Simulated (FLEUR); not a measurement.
**SnSe2: band structure with PBE**

SnSe2:

```
Sn Se
1.0
     3.81100    0.00000    0.00000
    -1.90550    3.30042    0.00000
     0.00000    0.00000    6.13600
Sn Se
1 2
Direct
  0.00000 0.00000 0.00000
  0.66667 0.33333 0.75100
  0.33333 0.66667 0.24900
```

| Item | Value |
| --- | --- |
| Program | FLEUR MaX-R8.1 (patched build s14) |
| Task | band structure |
| Functional | PBE |
| Potentials or basis | all-electron |
| Basis | FLAPW |
| Kmax | 3.5 1/bohr |
| k mesh | 8 × 8 × 5 |
| Occupations | fermi-dirac, width 0.05 eV |
| Spin | no spin polarisation |
| inpgen profile | veryFastHighL |
| Gmax | 17.5 1/bohr |
| Muffin-tin radii | Sn 2.41, Se 2.28 bohr |
| lmax | Sn 8, Se 8 |
| Local orbitals a species | Sn 5, Se 4 |
| Max iterations | 60 |
| Mixing factor | 0.05 |
| Mixer | Anderson |
| Mixer history | 15 |
| Density convergence | 1e-05 me/bohr^3 |

```json
{"Band gap on the k mesh": "0.81 eV, indirect (least direct gap 1.11 eV)", "Band gap along the path": "0.75 eV, indirect (least direct gap 1.11 eV)", "Valence electrons inside the program's atomic spheres": "Sn 19.62; Se 14.15 (radii Sn 2.41, Se 2.28 bohr)"}
```

Levels at the corners of the path, in eV from the valence-band top:
```tsv
point	band 24	band 25	band 26	band 27	band 28	band 29	band 30	band 31
Γ	-0.74	-0.43	-0.43	-0.05	1.06	2.91	4.61	4.61
M	-2.94	-2.72	-1.23	-0.34	1.12	3.76	5.42	5.45
K	-3.74	-3.39	-1.56	-1.56	1.40	6.63	6.63	7.19
Γ	-0.74	-0.43	-0.43	-0.05	1.06	2.91	4.61	4.61
A	-0.83	-0.83	-0.28	-0.28	2.42	2.89	4.34	4.34
L	-2.55	-2.03	-0.87	-0.73	0.84	4.23	4.82	5.81
H	-4.25	-3.76	-0.41	-0.41	2.52	4.71	4.71	6.22
A	-0.83	-0.83	-0.28	-0.28	2.42	2.89	4.34	4.34
L	-2.55	-2.03	-0.87	-0.73	0.84	4.23	4.82	5.81
M	-2.94	-2.72	-1.23	-0.34	1.12	3.76	5.42	5.45
K	-3.74	-3.39	-1.56	-1.56	1.40	6.63	6.63	7.19
H	-4.25	-3.76	-0.41	-0.41	2.52	4.71	4.71	6.22
```

Core levels (eV from the Fermi level):
```
atom                                                                                                                             levels
1 Sn  1s1/2 -28990.9, 2s1/2 -4371.3, 2p1/2 -4082.7, 2p3/2 -3852.1, 3s1/2 -839.7, 3p1/2 -722.5, 3p3/2 -680.4, 3d3/2 -473.4, 3d5/2 -464.7
2 Se                              1s1/2 -12494.5, 2s1/2 -1599.9, 2p1/2 -1434.6, 2p3/2 -1392.8, 3s1/2 -207.0, 3p1/2 -150.5, 3p3/2 -144.6
3 Se                              1s1/2 -12494.5, 2s1/2 -1599.9, 2p1/2 -1434.6, 2p3/2 -1392.8, 3s1/2 -207.0, 3p1/2 -150.5, 3p3/2 -144.6
```

It took 41 s on 1 thread of AMD EPYC 9R45 96-Core Processor (Zen 5) (shared host), peak memory 0.09 GiB.

Caveat: spin-orbit coupling is left out, which moves the levels of the heavy elements.
